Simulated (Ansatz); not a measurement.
Band structure of Ge

```
Ge
1.0
     2.71207    0.00000    0.00000
     0.00000    2.71207    0.00000
     0.00000    0.00000    2.71207
Ge
1
Direct
  0.00000 0.00000 0.00000
```

The cell was built from the sc type and relaxed in the same program, and has space group Pm-3m; it needn't be a known or the stable phase.

Theory: Ansatz 0.2.0, DFT, PBE, all-electron LAPW, scalar-relativistic.

Settings: a Γ-centred 13×13×13 k mesh, Fermi–Dirac smearing of 0.05 eV, basis error target 0.25 meV/atom, no spin polarisation.

Points in fractions of the reciprocal vectors of this cell: Γ (0, 0, 0), X (0, 0.5, 0), M (0.5, 0.5, 0), R (0.5, 0.5, 0.5). The path joins them by straight lines in the order Γ–X–M–Γ–R–X–R–M; legs that retrace an earlier one aren't tabulated. Energies are in eV from the Fermi level.

Task: Metal or insulator at this level of theory?

Result: No gap opens: metallic or semimetallic.

Task: Tabulate bands 7 to 13, counted from the lowest band of the run, along the path.

Result: 
```json
{"k (1/Å)": "0.00", "point": "Γ", "band 7": "-24.49", "band 8": "-24.49", "band 9": "-24.49", "band 10": "-12.78", "band 11": "6.52", "band 12": "6.52", "band 13": "6.52"}
{"k (1/Å)": "0.29", "point": "", "band 7": "-24.49", "band 8": "-24.49", "band 9": "-24.48", "band 10": "-12.48", "band 11": "3.37", "band 12": "6.81", "band 13": "6.81"}
{"k (1/Å)": "0.58", "point": "", "band 7": "-24.52", "band 8": "-24.52", "band 9": "-24.48", "band 10": "-11.57", "band 11": "-0.57", "band 12": "7.62", "band 13": "7.62"}
{"k (1/Å)": "0.87", "point": "", "band 7": "-24.54", "band 8": "-24.54", "band 9": "-24.48", "band 10": "-10.17", "band 11": "-3.88", "band 12": "8.72", "band 13": "8.72"}
{"k (1/Å)": "1.16", "point": "X", "band 7": "-24.55", "band 8": "-24.54", "band 9": "-24.48", "band 10": "-9.08", "band 11": "-5.62", "band 12": "9.36", "band 13": "9.36"}
{"k (1/Å)": "1.45", "point": "", "band 7": "-24.55", "band 8": "-24.52", "band 9": "-24.49", "band 10": "-8.78", "band 11": "-5.32", "band 12": "6.52", "band 13": "9.65"}
{"k (1/Å)": "1.74", "point": "", "band 7": "-24.54", "band 8": "-24.51", "band 9": "-24.49", "band 10": "-7.88", "band 11": "-4.48", "band 12": "2.68", "band 13": "7.46"}
{"k (1/Å)": "2.03", "point": "", "band 7": "-24.54", "band 8": "-24.53", "band 9": "-24.43", "band 10": "-6.42", "band 11": "-3.30", "band 12": "-0.66", "band 13": "4.45"}
{"k (1/Å)": "2.32", "point": "M", "band 7": "-24.54", "band 8": "-24.54", "band 9": "-24.41", "band 10": "-5.15", "band 11": "-2.58", "band 12": "-2.58", "band 13": "3.12"}
{"k (1/Å)": "2.73", "point": "", "band 7": "-24.53", "band 8": "-24.53", "band 9": "-24.46", "band 10": "-7.56", "band 11": "-1.88", "band 12": "-1.09", "band 13": "5.83"}
{"k (1/Å)": "3.14", "point": "", "band 7": "-24.56", "band 8": "-24.51", "band 9": "-24.51", "band 10": "-10.37", "band 11": "0.16", "band 12": "1.03", "band 13": "8.73"}
{"k (1/Å)": "3.55", "point": "", "band 7": "-24.50", "band 8": "-24.49", "band 9": "-24.49", "band 10": "-12.17", "band 11": "3.38", "band 12": "3.96", "band 13": "7.10"}
{"k (1/Å)": "3.95", "point": "Γ", "band 7": "-24.49", "band 8": "-24.49", "band 9": "-24.49", "band 10": "-12.78", "band 11": "6.52", "band 12": "6.52", "band 13": "6.52"}
{"k (1/Å)": "4.46", "point": "", "band 7": "-24.50", "band 8": "-24.50", "band 9": "-24.50", "band 10": "-11.87", "band 11": "3.67", "band 12": "3.67", "band 13": "4.62"}
{"k (1/Å)": "4.96", "point": "", "band 7": "-24.55", "band 8": "-24.55", "band 9": "-24.55", "band 10": "-9.17", "band 11": "1.26", "band 12": "1.26", "band 13": "2.80"}
{"k (1/Å)": "5.46", "point": "", "band 7": "-24.60", "band 8": "-24.45", "band 9": "-24.45", "band 10": "-4.95", "band 11": "0.33", "band 12": "0.33", "band 13": "2.14"}
{"k (1/Å)": "5.96", "point": "R", "band 7": "-24.63", "band 8": "-24.41", "band 9": "-24.41", "band 10": "-0.63", "band 11": "0.27", "band 12": "0.27", "band 13": "0.27"}
{"k (1/Å)": "6.37", "point": "", "band 7": "-24.60", "band 8": "-24.45", "band 9": "-24.42", "band 10": "-3.77", "band 11": "-1.05", "band 12": "0.98", "band 13": "2.61"}
{"k (1/Å)": "6.78", "point": "", "band 7": "-24.56", "band 8": "-24.55", "band 9": "-24.47", "band 10": "-6.68", "band 11": "-3.36", "band 12": "3.04", "band 13": "4.80"}
{"k (1/Å)": "7.19", "point": "", "band 7": "-24.56", "band 8": "-24.52", "band 9": "-24.50", "band 10": "-8.48", "band 11": "-5.03", "band 12": "6.29", "band 13": "7.47"}
{"k (1/Å)": "7.60", "point": "X", "band 7": "-24.55", "band 8": "-24.54", "band 9": "-24.48", "band 10": "-9.08", "band 11": "-5.62", "band 12": "9.36", "band 13": "9.36"}
{"k (1/Å)": "9.24", "point": "R", "band 7": "-24.63", "band 8": "-24.41", "band 9": "-24.41", "band 10": "-0.63", "band 11": "0.27", "band 12": "0.27", "band 13": "0.27"}
{"k (1/Å)": "9.53", "point": "", "band 7": "-24.61", "band 8": "-24.44", "band 9": "-24.41", "band 10": "-2.42", "band 11": "-0.37", "band 12": "-0.37", "band 13": "2.70"}
{"k (1/Å)": "9.82", "point": "", "band 7": "-24.58", "band 8": "-24.51", "band 9": "-24.41", "band 10": "-3.95", "band 11": "-1.48", "band 12": "-1.48", "band 13": "4.28"}
{"k (1/Å)": "10.11", "point": "", "band 7": "-24.55", "band 8": "-24.55", "band 9": "-24.41", "band 10": "-4.86", "band 11": "-2.29", "band 12": "-2.29", "band 13": "3.41"}
{"k (1/Å)": "10.40", "point": "M", "band 7": "-24.54", "band 8": "-24.54", "band 9": "-24.41", "band 10": "-5.15", "band 11": "-2.58", "band 12": "-2.58", "band 13": "3.12"}
```
